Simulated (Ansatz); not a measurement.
SnO:

```
Sn O
1.0
     3.81370    0.00000    0.00000
     0.00000    3.81370    0.00000
     0.00000    0.00000    4.88691
Sn O
2 2
Direct
  0.50000 0.00000 0.76463
  0.00000 0.50000 0.23537
  0.00000 0.00000 0.00000
  0.50000 0.50000 0.00000
```

The cell is a database's computed one.

Program: Ansatz 0.2.0. Alike in all runs: potentials or basis Ansatz PAW; cell as given; cutoff (eV) 420.

Task: Order these runs on this cell by their pressure, lowest first.
A. level PBEsol; spin off; k mesh 7 × 7 × 6; smearing fermi-dirac 0.05 eV; points for each segment of the path 14
B. level PBE; spin off; k mesh 7 × 7 × 6; smearing gaussian 0.011 eV
C. level LDA; spin SOC, no magnetisation; k mesh 5 × 5 × 5; smearing fermi-dirac 0.05 eV; points for each segment of the path 14

Result: C (-3.3 GPa), A (-0.5 GPa), B (3.6 GPa).

Caveats: the PAW data sets come from PBE, with cores solved anew for the run's functional, which leaves a small shift of forces and pressure (some runs).
